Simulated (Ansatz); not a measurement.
# Zr (Im-3m) in Ansatz: equation of state

Aim: energy against volume of Zr in PBE, for its equilibrium volume and stiffness.

Everything below comes from runs of Ansatz 0.2.0. Logs are shortened: lines on timing, memory, paths and dates and some standing lists are left out, and cuts for length are marked.

### 1 The crystal as given

The structure is cubic, space group Im-3m (No. 229). The conventional cell has a = 3.620 Å, b = 3.620 Å, c = 3.620 Å, α = 90.00°, β = 90.00°, γ = 90.00°. Zr (site symmetry m-3m) has 8 Zr at 3.14 Å as nearest neighbours.

This isn't the form of Zr at room conditions, which is hcp.

### 2 Single point, PBE, 22.30 Å³/atom (volume scaled by 0.94)

File input.yaml:

```yaml
crystal:
  lattice:
    - [-1.7730508568, 1.7730508568, 1.7730508568]
    - [1.7730508568, -1.7730508568, 1.7730508568]
    - [1.7730508568, 1.7730508568, -1.7730508568]
  atoms:
    - { symbol: Zr, position: [0.0, 0.0, 0.0] }
hamiltonian:
  xc: pbe
  pseudopotentials: { kind: paw }
kpoints:
  mp_grid: { grid: [10, 10, 10] }
scf:
  occupations: { method: fermi_dirac, width: 0.05 }
output:
  forces: true
  stress: true
  eigenvalues: true
```

Potentials or basis: Ansatz PAW.

Launch:

```sh
> ansatz run input.yaml --threads 1 --pin off --max-ram 2560MiB --backend cpu --events-out ev --progress --plain --runs-dir out
```

The program printed:

```text
Warning: RAYON_NUM_THREADS=1 ignored (pool sized by the plan → 1); use --threads N
Engine: ansatz 0.2.0, aarch64-unknown-linux-gnu
Pseudopotentials: kind: paw
Pseudopotential: Zr, paw, valence charge 12, recommended cutoff 420 eV (normal), Zr.paw.azcp
Functional definition: PBE
  parameter kappa = 0.804
  parameter beta = 0.06672455060314922
  exchange = pbe_x(kappa = kappa, mu = beta*pi^2/3)
  correlation = pbe_c(beta = beta)
Crystal: 1 atoms, lattice volume = 22.296 Å³
Basis set: ecut = 420 eV, 429 PW (Γ), exchange–correlation on 48×48×48 points (8 copies of the dense FFT grid, shifted against one another)
Bands: 10, of which v1, the nominal top of the filled ones, is band 6 counted from 1 (5 counted from 0)
Symmetry: 48 space group operations
Space group: Im-3m (ITA 229), of the structure as read, at distance tolerance 2.8e-5 Å
k-points: 47 of 1000
Non-local potential: Zr, projectors of the file, l = 0: 3, l = 1: 2, l = 2: 2, l = 3: 2
PAW form: soft (Blöchl's): semilocal exchange-correlation on the pseudo side does not see the compensation charge
PAW one-centre angular grid: Zr, 590 points (default); XC on 64 Gauss nodes
Initial density: superposition of atomic densities (neutral atoms: chi_scale 0, normalization atom), corrected by the library's trained network
Initial wavefunctions: pseudopotential atomic-orbital guess
Functional: x = pbe(κ = 0.804, μ = 0.2195149727645171), c = pbe(β = 0.06672455060314922)
SCF iter   1: F=—  HF=-4183.761852 eV  |F-HF|=—  |Δ(HF+E_count)|=         —  Δρ=2.91e-3  dr2=1.51e-3  ethr=1.77e-3  ⟨swp⟩=5.1  Hψ=2642  notcnv=0
preconditioner: auto → none  [metal: Δε(μ)=0.049 eV  Ē_g=5.123 eV  σ=0.050 eV  W_gap=0.23  n_scr=0 (ndim 8)  ℏωp=15.7 eV  f_vac=0.000  D(μ)=1.67/eV (n_scr^D=18)]
SCF iter   2: F=—  HF=-4183.761227 eV  |F-HF|=—  |Δ(HF+E_count)|=   6.25e-4  Δρ=1.16e-3  dr2=1.72e-4  ethr=1.26e-5  ⟨swp⟩=1.1  Hψ=865  notcnv=0
SCF iter   3: F=—  HF=-4183.761244 eV  |F-HF|=—  |Δ(HF+E_count)|=   1.72e-5  Δρ=2.30e-4  dr2=6.63e-6  ethr=1.43e-6  ⟨swp⟩=1.1  Hψ=484  notcnv=0
SCF iter   4: F=—  HF=-4183.761244 eV  |F-HF|=—  |Δ(HF+E_count)|=   3.18e-7  Δρ=2.65e-5  dr2=4.94e-8  ethr=5.53e-8  ⟨swp⟩=2.0  Hψ=559  notcnv=0
iter 5 did not close the SCF: its close was put off for the readings that it lacked (scf_convergence_deferred on its scf_iter line)
SCF iter   5: F=-4183.761245 eV  HF=-4183.761245 eV  |F-HF|=7.81e-10  |Δ(HF+E_count)|=   6.31e-8  Δρ=3.65e-6  dr2=1.46e-9  ethr=4.12e-10  ⟨swp⟩=2.3  Hψ=761  notcnv=0
SCF iter   6: F=-4183.761245 eV  HF=-4183.761245 eV  |F-HF|=4.55e-12  |Δ(HF+E_count)|=  5.13e-10  Δρ=4.43e-7  dr2=1.90e-11  ethr=1.22e-11  ⟨swp⟩=1.6  Hψ=1424  notcnv=0
SCF 1 converged in 6 iterations: F = -4183.761245 eV  dr2 = 1.90e-11
SCF converged after 6 iterations
Free energy (F): -4183.761245 eV
Harris-Foulkes:  -4183.761245 eV  (|F-HF|=4.55e-12)
Internal energy: -4183.747320 eV  (E = F + TS)
E sigma→0 (E₀):  -4183.754282 eV
Entropy (-TS):   -0.013925 eV (-13.925 meV/atom)
Fermi energy:    14.468476 eV
--- Per-component energies (eV) ---
  E_band       = -87.080710
  E_kinetic    = 333.990394
  E_local      = -607.195503  (includes V_loc(G=0)·N_el)
  E_nonlocal   = 81.113527
  E_hartree    = 188.498847
  E_xc         = -161.813864
  E_vxc        = -191.173103  (∫ρ·V_xc dr)
  E_paw        = -2954.337328  (= ΣΔE_a)
  E_vpaw       = -80.813726  (= ΣTr[D̂ρ^β])
  E_aug_tail   = 0.000025  (compensation charges beyond the density's cutoff)
  E_ewald      = -1064.003419
  E_smearing   = -0.013925  (= −TS)
  E_closure    = 0.000000  (closes the sum)
  Σ components = -4183.761245   (vs F -4183.761245, Δ=0.00e0)
--- Forces (eV/Å), atoms counted from 1 ---
  atom   1  Zr     0.00000000     0.00000000     0.00000000
  max |Σ_I F_I| component: 5.52e-33 eV/Å
--- Stress (GPa, compression-positive) ---
        1.705112       0.000000       0.000000
        0.000000       1.705112      -0.000000
       -0.000000      -0.000000       1.705112
  P = ⅓ Tr σ = 1.7051 GPa (17.051 kbar)
--- Band table (eV; the first three rows and the last of 47) ---
  k-point 0: bands = ["-33.9508", "-11.4059", "-11.4059", "-11.4059", "9.0048", "15.5802", "15.5802", "15.5802", "18.1685", "18.1685"]
  k-point 1: bands = ["-33.9338", "-11.5197", "-11.4404", "-11.4069", "9.3572", "15.3463", "15.4866", "15.9262", "17.8413", "18.1669"]
  k-point 2: bands = ["-33.8889", "-11.8087", "-11.5293", "-11.4094", "10.2729", "14.8052", "15.0777", "16.9262", "17.6098", "18.2211"]
  k-point 46: bands = ["-33.6417", "-12.1629", "-12.1629", "-12.1629", "11.7163", "11.7163", "20.3545", "20.3545", "20.3545", "22.1624"]
```

It took 1 s on 1 thread of Arm Neoverse V2, shared host; peak memory 0.26 GiB.

What came out:

* Free energy: -4183.7612 eV
* Pressure: 1.7 GPa
* Band gap on the k mesh: none (metal or under the smearing width)

### 3 Single point, PBE, 22.77 Å³/atom (volume scaled by 0.96)

File input.yaml:

```yaml
crystal:
  lattice:
    - [-1.7855375418, 1.7855375418, 1.7855375418]
    - [1.7855375418, -1.7855375418, 1.7855375418]
    - [1.7855375418, 1.7855375418, -1.7855375418]
  atoms:
    - { symbol: Zr, position: [0.0, 0.0, 0.0] }
hamiltonian:
  xc: pbe
  pseudopotentials: { kind: paw }
kpoints:
  mp_grid: { grid: [10, 10, 10] }
scf:
  occupations: { method: fermi_dirac, width: 0.05 }
output:
  forces: true
  stress: true
  eigenvalues: true
  write_density: true
  write_potential: true
  elf: true
  volumetric_format: npy
```

Potentials or basis: Ansatz PAW.

Launch:

```sh
> ansatz run input.yaml --threads 1 --pin off --max-ram 2560MiB --backend cpu --events-out ev --progress --plain --runs-dir out
```

Wall time 1.3 s (1 thread of Arm Neoverse V2, shared host); peak memory 0.27 GiB.

The run converged. Its results:

- Free energy: -4183.7635 eV
- Pressure: -0.2 GPa
- Band gap on the k mesh: none (metal or under the smearing width)

### 4 Single point, PBE, 23.24 Å³/atom (volume scaled by 0.98)

input.yaml: that of step 3 with these lines changed.

```diff
@@ -2,5 +2,5 @@
   lattice:
-    - [-1.7855375418, 1.7855375418, 1.7855375418]
-    - [1.7855375418, -1.7855375418, 1.7855375418]
-    - [1.7855375418, 1.7855375418, -1.7855375418]
+    - [-1.797851983, 1.797851983, 1.797851983]
+    - [1.797851983, -1.797851983, 1.797851983]
+    - [1.797851983, 1.797851983, -1.797851983]
   atoms:
```

Potentials or basis: Ansatz PAW.

Launch:

```sh
> ansatz run input.yaml --threads 1 --pin off --max-ram 2560MiB --backend cpu --events-out ev --progress --plain --runs-dir out
```

The program printed:

```text
Warning: RAYON_NUM_THREADS=1 ignored (pool sized by the plan → 1); use --threads N
Engine: ansatz 0.2.0, aarch64-unknown-linux-gnu
Pseudopotentials: kind: paw
Pseudopotential: Zr, paw, valence charge 12, recommended cutoff 420 eV (normal), Zr.paw.azcp
Functional definition: PBE
  parameter kappa = 0.804
  parameter beta = 0.06672455060314922
  exchange = pbe_x(kappa = kappa, mu = beta*pi^2/3)
  correlation = pbe_c(beta = beta)
Crystal: 1 atoms, lattice volume = 23.245 Å³
Basis set: ecut = 420 eV, 459 PW (Γ), exchange–correlation on 48×48×48 points (8 copies of the dense FFT grid, shifted against one another)
Bands: 10, of which v1, the nominal top of the filled ones, is band 6 counted from 1 (5 counted from 0)
Symmetry: 48 space group operations
Space group: Im-3m (ITA 229), of the structure as read, at distance tolerance 2.9e-5 Å
k-points: 47 of 1000
Non-local potential: Zr, projectors of the file, l = 0: 3, l = 1: 2, l = 2: 2, l = 3: 2
PAW form: soft (Blöchl's): semilocal exchange-correlation on the pseudo side does not see the compensation charge
PAW one-centre angular grid: Zr, 590 points (default); XC on 64 Gauss nodes
Initial density: superposition of atomic densities (neutral atoms: chi_scale 0, normalization atom), corrected by the library's trained network
Initial wavefunctions: pseudopotential atomic-orbital guess
Functional: x = pbe(κ = 0.804, μ = 0.2195149727645171), c = pbe(β = 0.06672455060314922)
SCF iter   1: F=—  HF=-4183.761185 eV  |F-HF|=—  |Δ(HF+E_count)|=         —  Δρ=2.82e-3  dr2=1.56e-3  ethr=1.77e-3  ⟨swp⟩=5.1  Hψ=2643  notcnv=0
preconditioner: auto → none  [metal: Δε(μ)=0.075 eV  Ē_g=4.914 eV  σ=0.050 eV  W_gap=0.36  n_scr=0 (ndim 8)  ℏωp=15.4 eV  f_vac=0.000  D(μ)=1.87/eV (n_scr^D=18)]
SCF iter   2: F=—  HF=-4183.760446 eV  |F-HF|=—  |Δ(HF+E_count)|=   7.39e-4  Δρ=1.06e-3  dr2=1.46e-4  ethr=1.30e-5  ⟨swp⟩=1.3  Hψ=878  notcnv=0
SCF iter   3: F=—  HF=-4183.760462 eV  |F-HF|=—  |Δ(HF+E_count)|=   1.66e-5  Δρ=2.61e-4  dr2=8.78e-6  ethr=1.22e-6  ⟨swp⟩=1.0  Hψ=470  notcnv=0
SCF iter   4: F=—  HF=-4183.760465 eV  |F-HF|=—  |Δ(HF+E_count)|=   2.44e-6  Δρ=2.42e-5  dr2=4.89e-8  ethr=7.32e-8  ⟨swp⟩=1.9  Hψ=542  notcnv=0
iter 5 did not close the SCF: its close was put off for the readings that it lacked (scf_convergence_deferred on its scf_iter line)
SCF iter   5: F=-4183.760465 eV  HF=-4183.760465 eV  |F-HF|=4.51e-10  |Δ(HF+E_count)|=   5.75e-8  Δρ=3.52e-6  dr2=1.23e-9  ethr=4.07e-10  ⟨swp⟩=2.1  Hψ=752  notcnv=0
SCF iter   6: F=-4183.760465 eV  HF=-4183.760465 eV  |F-HF|=5.46e-12  |Δ(HF+E_count)|=  3.08e-10  Δρ=4.23e-7  dr2=1.91e-11  ethr=1.03e-11  ⟨swp⟩=4.0  Hψ=2133  notcnv=0
SCF 1 converged in 6 iterations: F = -4183.760465 eV  dr2 = 1.91e-11
SCF converged after 6 iterations
Free energy (F): -4183.760465 eV
Harris-Foulkes:  -4183.760465 eV  (|F-HF|=5.46e-12)
Internal energy: -4183.744684 eV  (E = F + TS)
E sigma→0 (E₀):  -4183.752575 eV
Entropy (-TS):   -0.015781 eV (-15.781 meV/atom)
Fermi energy:    13.792456 eV
--- Per-component energies (eV) ---
  E_band       = -95.852962
  E_kinetic    = 332.787916
  E_local      = -626.729738  (includes V_loc(G=0)·N_el)
  E_nonlocal   = 80.918710
  E_hartree    = 194.216555
  E_xc         = -161.374769
  E_vxc        = -190.572385  (∫ρ·V_xc dr)
  E_paw        = -2954.237748  (= ΣΔE_a)
  E_vpaw       = -80.690552  (= ΣTr[D̂ρ^β])
  E_aug_tail   = 0.000025  (compensation charges beyond the density's cutoff)
  E_ewald      = -1049.325635
  E_smearing   = -0.015781  (= −TS)
  E_closure    = 0.000000  (closes the sum)
  Σ components = -4183.760465   (vs F -4183.760465, Δ=0.00e0)
--- Forces (eV/Å), atoms counted from 1 ---
  atom   1  Zr     0.00000000    -0.00000000     0.00000000
  max |Σ_I F_I| component: 2.88e-32 eV/Å
--- Stress (GPa, compression-positive) ---
       -1.841822       0.000000       0.000000
       -0.000000      -1.841822       0.000000
       -0.000000       0.000000      -1.841822
  P = ⅓ Tr σ = -1.8418 GPa (-18.418 kbar)
--- Band table (eV; the first three rows and the last of 47) ---
  k-point 0: bands = ["-34.7200", "-12.2377", "-12.2377", "-12.2377", "8.3839", "14.8747", "14.8747", "14.8747", "17.3491", "17.3491"]
  k-point 1: bands = ["-34.7056", "-12.3368", "-12.2680", "-12.2384", "8.7201", "14.6547", "14.7869", "15.2029", "17.0450", "17.3492"]
  k-point 2: bands = ["-34.6678", "-12.5891", "-12.3464", "-12.2403", "9.6039", "14.1431", "14.3957", "16.1511", "16.8201", "17.4024"]
  k-point 46: bands = ["-34.4589", "-12.9052", "-12.9052", "-12.9052", "11.2108", "11.2108", "19.3948", "19.3948", "19.3948", "21.1578"]
```

rho_z.tsv:

```text
# z_ang	rho[e/angstrom^3]
# format = ansatz-planar-average/11
# lattice	-1.797851983	1.797851983	1.797851983
# lattice	1.797851983	-1.797851983	1.797851983
# lattice	1.797851983	1.797851983	-1.797851983
# sites	1
# site	40	0.000000000	0.000000000	0.000000000
0.000000	9.449511e-1
0.129749	9.344266e-1
0.259498	8.978701e-1
0.389246	8.264577e-1
0.518995	7.194575e-1
0.648744	5.901408e-1
0.778493	4.606186e-1
0.908242	3.507788e-1
1.037990	2.705125e-1
1.167739	2.192964e-1
1.297488	1.904575e-1
1.427237	1.763953e-1
1.556985	1.722078e-1
1.686734	1.763953e-1
1.816483	1.904575e-1
1.946232	2.192964e-1
2.075981	2.705125e-1
2.205729	3.507788e-1
2.335478	4.606186e-1
2.465227	5.901408e-1
2.594976	7.194575e-1
2.724725	8.264577e-1
2.854473	8.978701e-1
2.984222	9.344266e-1
```

It took 1 s on 1 thread of Arm Neoverse V2, shared host; peak memory 0.27 GiB.

Results:

* Free energy: -4183.7605 eV
* Pressure: -1.8 GPa
* Band gap on the k mesh: none (metal or under the smearing width)

### 5 Single point, PBE, 23.72 Å³/atom

File input.yaml:

```yaml
crystal:
  lattice:
    - [-1.81, 1.81, 1.81]
    - [1.81, -1.81, 1.81]
    - [1.81, 1.81, -1.81]
  atoms:
    - { symbol: Zr, position: [0.0, 0.0, 0.0] }
hamiltonian:
  xc: pbe
  pseudopotentials: { kind: paw }
kpoints:
  mp_grid: { grid: [10, 10, 10] }
scf:
  occupations: { method: fermi_dirac, width: 0.05 }
output:
  forces: true
  stress: true
  eigenvalues: true
```

Launch:

```sh
> ansatz run input.yaml --threads 1 --pin off --max-ram 2560MiB --backend cpu --events-out ev --progress --plain --runs-dir out
```

Wall time 0.72 s (1 thread of Arm Neoverse V2, shared host); peak memory 0.26 GiB.

It converged, with:

```yaml
Free_energy: -4183.7527 eV
Pressure: -3.4 GPa
Band_gap_on_the_k_mesh: none (metal or under the smearing width)
```

### 6 Single point, PBE, 24.19 Å³/atom (volume scaled by 1.02)

input.yaml: that of step 5 with these lines changed.

```diff
@@ -2,5 +2,5 @@
   lattice:
-    - [-1.81, 1.81, 1.81]
-    - [1.81, -1.81, 1.81]
-    - [1.81, 1.81, -1.81]
+    - [-1.8219871043, 1.8219871043, 1.8219871043]
+    - [1.8219871043, -1.8219871043, 1.8219871043]
+    - [1.8219871043, 1.8219871043, -1.8219871043]
   atoms:
```

Potentials or basis: Ansatz PAW.

Launch:

```sh
> ansatz run input.yaml --threads 1 --pin off --max-ram 2560MiB --backend cpu --events-out ev --progress --plain --runs-dir out
```

Run time: 0.73 s. Hardware: 1 thread of Arm Neoverse V2, shared host; peak memory 0.27 GiB.

The run converged. Its results:

```
Free energy            : -4183.7406 eV
Pressure               : -4.8 GPa
Band gap on the k mesh : none (metal or under the smearing width)
```

### 7 Single point, PBE, 24.67 Å³/atom (volume scaled by 1.04)

File input.yaml:

```yaml
crystal:
  lattice:
    - [-1.8338185209, 1.8338185209, 1.8338185209]
    - [1.8338185209, -1.8338185209, 1.8338185209]
    - [1.8338185209, 1.8338185209, -1.8338185209]
  atoms:
    - { symbol: Zr, position: [0.0, 0.0, 0.0] }
hamiltonian:
  xc: pbe
  pseudopotentials: { kind: paw }
kpoints:
  mp_grid: { grid: [10, 10, 10] }
scf:
  occupations: { method: fermi_dirac, width: 0.05 }
output:
  forces: true
  stress: true
  eigenvalues: true
  write_density: true
  write_potential: true
  elf: true
  volumetric_format: npy
```

Launch:

```sh
> ansatz run input.yaml --threads 1 --pin off --max-ram 2560MiB --backend cpu --events-out ev --progress --plain --runs-dir out
```

Run time: 0.95 s. Hardware: 1 thread of Arm Neoverse V2, shared host; peak memory 0.27 GiB.

It converged, with:

```yaml
Free_energy: -4183.7244 eV
Pressure: -6.1 GPa
Band_gap_on_the_k_mesh: none (metal or under the smearing width)
```

### 8 Single point, PBE, 25.14 Å³/atom (volume scaled by 1.06)

File input.yaml:

```yaml
crystal:
  lattice:
    - [-1.8454992086, 1.8454992086, 1.8454992086]
    - [1.8454992086, -1.8454992086, 1.8454992086]
    - [1.8454992086, 1.8454992086, -1.8454992086]
  atoms:
    - { symbol: Zr, position: [0.0, 0.0, 0.0] }
hamiltonian:
  xc: pbe
  pseudopotentials: { kind: paw }
kpoints:
  mp_grid: { grid: [10, 10, 10] }
scf:
  occupations: { method: fermi_dirac, width: 0.05 }
output:
  forces: true
  stress: true
  eigenvalues: true
```

Launch:

```sh
> ansatz run input.yaml --threads 1 --pin off --max-ram 2560MiB --backend cpu --events-out ev --progress --plain --runs-dir out
```

It took 0.73 s on 1 thread of Arm Neoverse V2, shared host; peak memory 0.27 GiB.

The run converged. Its results:

```
Free energy            : -4183.7045 eV
Pressure               : -7.3 GPa
Band gap on the k mesh : none (metal or under the smearing width)
```

### 9 Equation of state, PBE

Potentials or basis: Ansatz PAW.

No new run: the results of the series are fitted here.

What came out:

```
Equilibrium volume                      : 22.73 Å³/atom
Bulk modulus                            : 84 GPa
Pressure derivative of the bulk modulus : 2.9
```

Energy against volume, from the lowest point:
| volume (Å³/atom) | energy (meV/atom) |
| --- | --- |
| 22.296 | 2.23 |
| 22.770 | 0.00 |
| 23.245 | 3.01 |
| 23.719 | 10.76 |
| 24.193 | 22.88 |
| 24.668 | 39.04 |
| 25.142 | 58.97 |
